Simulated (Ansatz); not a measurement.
# CdF2 (Fm-3m): phonons and vibrational spectra, part 2 of 3

Aim: the vibrations of CdF2 (Fm-3m), their spectra, and whether the structure is stable.

Ansatz 0.2.0; DFT LDA, scalar-relativistic, plane waves, PAW.

So far. Step 3 (Tight relaxation): The forces vanish by symmetry and the pressure is -0.002 GPa, within the tolerances set. The cell now holds 12.39 Å³/atom. The relaxed cell has a = 5.297 Å (conventional setting).

**4. Modes at Γ**

The zone centre comes first: it holds the modes that light can see, as far as symmetry allows. The response to a homogeneous field gives the Born charges and the dielectric tensor, and its change with displacement the Raman tensors.

input.yaml

```yaml
crystal:
  lattice:
    - [0.0, 2.6487099343, 2.6487099343]
    - [2.6487099343, 0.0, 2.6487099343]
    - [2.6487099343, 2.6487099343, 0.0]
  atoms:
    - { symbol: Cd, position: [0.0, 0.0, 0.0] }
    - { symbol: F, position: [0.25, 0.25, 0.25] }
    - { symbol: F, position: [0.75, 0.75, 0.75] }
kpoints:
  mp_grid: { grid: [8, 8, 8] }
hamiltonian:
  xc: lda
scf:
  occupations: { method: fixed }
output:
  eigenvalues: true
phonons:
  method: dfpt
  dielectric: true
  rigid_motions: translations
  raman: true
```

On the command line:

```
> ansatz run input.yaml --threads 4 --pin off --max-ram 7168MiB --backend cpu --events-out ev --progress --plain --runs-dir out
```

Numbers of over 12 decimals in the logs are rounded to 6 here.

Log:

```text
[...]
Crystal: 3 atoms, lattice volume = 37.165 Å³
Basis set: ecut = 420 eV, 725 PW (Γ), exchange–correlation on 54×54×54 points (8 copies of the dense FFT grid, shifted against one another)
Bands: 21, of which v1, the nominal top of the filled ones, is band 17 counted from 1 (16 counted from 0)
Symmetry: 48 space group operations
k-points: 95 of 512 (irreducible under 4 space group operations, time reversal used)
[...]
SCF iter   1: F=—  HF=-9706.395915 eV  |F-HF|=—  |Δ(HF+E_count)|=         —  Δρ=2.36e-2  dr2=1.45e-1  ethr=1.77e-3  ⟨swp⟩=4.1  Hψ=7136  notcnv=0  defer=144
[...]
SCF iter   7: F=-9706.351559 eV  HF=-9706.351559 eV  |F-HF|=3.64e-12  |Δ(HF+E_count)|=  3.51e-10  Δρ=2.16e-7  dr2=7.67e-12  ethr=1.00e-12  ⟨swp⟩=5.6  Hψ=11355  notcnv=0
SCF 1 converged in 7 iterations: F = -9706.351559 eV  dr2 = 7.67e-12
[...]
DFPT response loops at Γ: preconditioner auto → none (the input reference at scf.mixing.eps_inf says where Resta's filter doesn't serve); β = 0.50; Broyden in place of MSR1
── the response to a field inside a basis, on 8×8×8 k-points: an SCF that follows is theirs, and a resumed run solves both again ──
Bands: 18, of which v1, the nominal top of the filled ones, is band 17 counted from 1 (16 counted from 0)
k-points: 60 of 512 (irreducible under 12 space group operations)
[...]
Eigensolver: Dense (60 Hₖ)
SCF iter   1: F=—  HF=-9706.354163 eV  |F-HF|=—  |Δ(HF+E_count)|=         —  Δρ=1.21e-3  dr2=8.06e-5  ethr=1.00e-1
[...]
SCF iter   6: F=-9706.354128 eV  HF=-9706.354128 eV  |F-HF|=1.82e-11  |Δ(HF+E_count)|=   2.81e-9  Δρ=3.53e-7  dr2=2.84e-11  ethr=1.99e-11
SCF 1 converged in 6 iterations: F = -9706.354128 eV  dr2 = 2.84e-11
[...]
SCF converged after 7 iterations
Free energy (F): -9706.351559 eV
[...]
Internal energy: -9706.351559 eV  (E = F + TS)
E sigma→0 (E₀):  -9706.351559 eV
Fermi energy:    6.809697 eV
[...]
--- Band table (eV; the first three rows and the last of 95) ---
  k-point 0: bands = [... 13 lower, 5.6546, 6.4038, 6.4038, 6.4038, 9.8021, 19.3470, 19.3470, 19.3470]
  k-point 1: bands = [... 13 lower, 5.5612, 6.2497, 6.3949, 6.3949, 10.4165, 18.6201, 19.6036, 19.6036]
  k-point 2: bands = [... 13 lower, 5.2695, 5.6410, 6.4087, 6.4087, 11.7833, 17.4427, 20.2719, 20.2719]
  k-point 94: bands = [... 13 lower, 5.1451, 5.1451, 6.0643, 6.8097, 15.0468, 18.0058, 18.5627, 18.5627]
--- Phonons (Γ-DFPT): 2 representative perturbations + reference, on 95 of 512 k-points (Σ response iterations 8) ---
  k mesh reduced under 4 symmetry operations, with k and −k counted as one. Each operation leaves every solved perturbation unchanged. A smaller set is not considered because the run solves the response to a homogeneous field
  ASR residual: 5.038e-5 → 0.000e0 eV/Å²; symmetrization residual: 1.342e-6 eV/Å²
  ASR residual per site (eV/Å²): 5.04e-5 4.80e-5 4.80e-5
  Γ frequencies (cm⁻¹): 0.00 0.00 0.00 236.95 236.95 236.95 318.77 318.77 318.77
  ε∞ (high-frequency dielectric tensor):
        2.934089    -0.000000     0.000000
        0.000000     2.934089     0.000000
       -0.000000     0.000000     2.934089
  ε⁰ (static dielectric tensor: ions relaxed, cell fixed):
        7.953720     0.000000    -0.000000
        0.000000     7.953720     0.000000
       -0.000000     0.000000     7.953720
  ε⁰ − ε∞ (ionic part):
        5.019631     0.000000    -0.000000
        0.000000     5.019631     0.000000
       -0.000000     0.000000     5.019631
  softest optical mode at Γ: 236.95 cm⁻¹; the repairs (sum rule, projections) moved no ω² at Γ by more than (0.93 cm⁻¹)²
  Born effective charges Z* (e; rows j = field, columns β = displacement):
    site 0:
         2.45859   -0.00000    0.00000
         0.00000    2.45859    0.00000
         0.00000   -0.00000    2.45859
    site 1:
        -1.22929    0.00000   -0.00000
        -0.00000   -1.22929    0.00000
         0.00000    0.00000   -1.22929
    site 2:
        -1.22929    0.00000   -0.00000
        -0.00000   -1.22929   -0.00000
         0.00000    0.00000   -1.22929
  Z* charge neutrality: 2.686e-5 e pre-enforcement
  k-mesh period / interband length: 30.0 Å / 1.35 Å = 22.13 at k = (0.0000, 0.0000, 0.0000), direct gap 3.398 eV — 14 or more, which is no proof of convergence
  Raman tensors (in the event stream and the table raman_tensors.tsv): an entry may err by 7.6e-3 Å², one of the second-order susceptibility by 1.7e-20 pm/V (basis, points and sum rule); their sum over the sites missed zero by 2.220e-16 Å² ahead of its enforcement
  optical modes at Γ without the LO–TO term, one row a degenerate level:
      ω (cm⁻¹)  modes    IR ((D/Å)²/amu)  static Raman (Å⁴/amu)  depolarisation
        236.95      3            14.7321                 0.0000               —
        318.77      3             0.0000                 5.5139           0.750
  optical modes at Γ + LO–TO along q̂ = [1.0000, 0.0000, 0.0000]:
      ω (cm⁻¹)  modes    IR ((D/Å)²/amu)  static Raman (Å⁴/amu)  depolarisation
        236.95      2             9.8214                 0.0000               —
        318.77      3             0.0000                 5.5139           0.750
        390.12      1             4.9107                 0.0000               —
  optical modes at Γ + LO–TO along q̂ = [0.0000, 1.0000, 0.0000]:
      ω (cm⁻¹)  modes    IR ((D/Å)²/amu)  static Raman (Å⁴/amu)  depolarisation
        236.95      2             9.8214                 0.0000               —
        318.77      3             0.0000                 5.5139           0.750
        390.12      1             4.9107                 0.0000               —
  optical modes at Γ + LO–TO along q̂ = [0.0000, 0.0000, 1.0000]:
      ω (cm⁻¹)  modes    IR ((D/Å)²/amu)  static Raman (Å⁴/amu)  depolarisation
        236.95      2             9.8214                 0.0000               —
        318.77      3             0.0000                 5.5139           0.750
        390.12      1             4.9107                 0.0000               —
```

Elapsed: 2.2 min, on 4 threads of Arm Neoverse V1, shared host; peak memory 1 GiB; 8.7 min of CPU time.

Numbers from this step:

```
sum-rule residual before enforcement                    : 5.04e-5 eV/Å²
miss of the charge sum rule                             : 2.69e-5 e
point group                                             : m-3m
highest optical mode at the zone centre (no LO-TO term) : 318.8 cm⁻¹
lowest optical zone-centre mode                         : 236.9 cm⁻¹
mean high-frequency dielectric constant                 : 2.934
largest Born charge (third of the trace)                : 2.459 e
mean static dielectric constant                         : 7.954
top of the zone-centre spectrum with the field          : 390.1 cm⁻¹
```

Without the LO-TO term. Patterns of degenerate modes are one choice out of their space. Modes at Γ, with each element's share of the kinetic energy:

| mode | frequency (cm⁻¹) | symmetry | Cd % | F % |
| --- | --- | --- | --- | --- |
| 1 | 0.0 | acoustic | 75 | 25 |
| 2 | 0.0 | acoustic | 75 | 25 |
| 3 | 0.0 | acoustic | 75 | 25 |
| 4 | 236.9 | T1u | 25 | 75 |
| 5 | 236.9 | T1u | 25 | 75 |
| 6 | 236.9 | T1u | 25 | 75 |
| 7 | 318.8 | T2g | 0 | 100 |
| 8 | 318.8 | T2g | 0 | 100 |
| 9 | 318.8 | T2g | 0 | 100 |

Displacements in mode 5 (236.9 cm⁻¹), the largest set to 1:
```
Cd1 -0.34  0.00  0.00
F2   1.00  0.00  0.00
F3   1.00  0.00  0.00
```

Displacements in mode 7 (318.8 cm⁻¹), the largest set to 1:
```
Cd1  0.00  0.00  0.00
F2   1.00  0.01 -0.03
F3  -1.00 -0.01  0.03
```

Optical modes at the zone centre, without and with the macroscopic field of the longitudinal modes; each column is sorted by frequency, so a row need not hold one and the same mode. Modes with and without the field, by row:

| rank among optical modes | no field (cm⁻¹) | q along (1, 0, 0) (cm⁻¹) |
| --- | --- | --- |
| 1 | 236.9 | 236.9 |
| 2 | 236.9 | 236.9 |
| 3 | 236.9 | 318.8 |
| 4 | 318.8 | 318.8 |
| 5 | 318.8 | 318.8 |
| 6 | 318.8 | 390.1 |

Born charge (rows field, columns displacement) (e), principal values of the symmetric part by kind of site:

| atom | atoms with these values | low | middle | high | mean |
| --- | --- | --- | --- | --- | --- |
| Cd1 | 1 | 2.46 | 2.46 | 2.46 | 2.46 |
| F2 | 2 | -1.23 | -1.23 | -1.23 | -1.23 |

In full for F2:

```
-1.23  0.00  0.00
 0.00 -1.23  0.00
 0.00  0.00 -1.23
```

High-frequency dielectric tensor:

```
2.93 0.00 0.00
0.00 2.93 0.00
0.00 0.00 2.93
```

Static dielectric tensor (ions relaxed, fixed cell):

```
7.95 0.00 0.00
0.00 7.95 0.00
0.00 0.00 7.95
```

Transverse modes. Infrared lines, with heights relative to the strongest:

| position (cm⁻¹) | label | relative intensity |
| --- | --- | --- |
| 237 | T1u | 100 |
| 319 | T2g | 0.0 |

Activity x (w_L - w)^4 (n + 1)/w, 532 nm, 300 K; modes without the macroscopic field alone. Lines of the Raman spectrum (strongest = 100):

| position (cm⁻¹) | label | relative intensity |
| --- | --- | --- |
| 237 | T1u | 0.0 |
| 319 | T2g | 100 |

Before it was imposed, the acoustic sum rule was missed by 5.0e-5 eV/Å² and the charge sum rule by 2.7e-5 e. Small misses are needed for a sound result but don't prove that mesh and cutoff are converged. The lowest optical mode is real, 237 cm⁻¹.

(Continued in part 3 of 3.)

[Logs are printed without paths, hosts, clocks, repeated set-up lines and the standing remarks that a program may print on its own settings, such as how far it seeks lower states.]

[Hosts, paths, dates, database ids (printed as entryN), source tags and the programs' standing remarks are cut or masked in the printed files.]
